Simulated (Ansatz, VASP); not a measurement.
**Two plane-wave programs on AlN**

File INCAR:

```
SYSTEM = AlN
PREC = Accurate
ENCUT = 520
EDIFF = 1E-7
ISMEAR = 0
SIGMA = 0.02
LREAL = .FALSE.
LASPH = .TRUE.
NELM = 100
ALGO = Normal
ISIF = 2
LWAVE = .FALSE.
LCHARG = .FALSE.
GGA = PE
NBANDS = 16
```

The input KPOINTS:

```
regular mesh
0
G
  8 8 6
  0 0 0
```

POSCAR

```
AlN
1.0
    2.1685632988      2.1685632988      0.0000000000
   -2.1685632988      2.1685632988      0.0000000000
    0.0000000000      0.0000000000      4.3371265976
Al N
2 2
Direct
    0.0000000000      0.0000000000      0.0000000000
    0.5000000000      0.5000000000      0.5000000000
    0.5000000000      0.0000000000      0.2500000000
    0.0000000000      0.5000000000      0.7500000000
```

Input for Ansatz:

```yaml
crystal:
  lattice:
    - [2.1685632988, 2.1685632988, 0.0]
    - [-2.1685632988, 2.1685632988, 0.0]
    - [0.0, 0.0, 4.3371265976]
  atoms:
    - { symbol: Al, position: [0.0, 0.0, 0.0] }
    - { symbol: Al, position: [0.5, 0.5, 0.5] }
    - { symbol: "N", position: [0.5, 0.0, 0.25] }
    - { symbol: "N", position: [0.0, 0.5, 0.75] }
basis:
  ecutwfc: 420
kpoints:
  mp_grid: { grid: [8, 8, 6] }
  band_path: { path: [VBM, CBM], npoints: 2 }
hamiltonian:
  xc: pbe
scf:
  occupations: { method: gaussian, width: 0.02 }
output:
  forces: true
  stress: true
  eigenvalues: true
checkpoint:
  read: start.run
  write: ck
  compress: false
  write_wavefunctions: false
  write_every: 100000
```

Alike in both runs: task single point; functional PBE; k mesh 8 × 8 × 6; occupations gaussian, width 0.02 eV; no spin polarisation.

|  | VASP | Ansatz |
| --- | --- | --- |
| version | VASP 6.6.1 | Ansatz 0.2.0 |
| potentials or method | VASP PAW PBE potentials, release 64 (Al, N) | scalar-relativistic, plane waves, PAW |
| plane-wave cutoff (eV) | 520 | 420 |
| valence electrons in the cell | 16 | 16 |

VASP gave:

```
gap on the k mesh at the Fermi level (eV) : 3.33
least direct gap on the mesh (eV)         : 3.33
pressure (GPa)                            : 9.3
```

Which values does Ansatz return?

gap on the k mesh at the Fermi level (eV): 3.34; least direct gap on the mesh (eV): 3.34; pressure (GPa): 9.5.

A k mesh can miss the band edges. As with any semilocal functional, this PBE gap is likely too small.
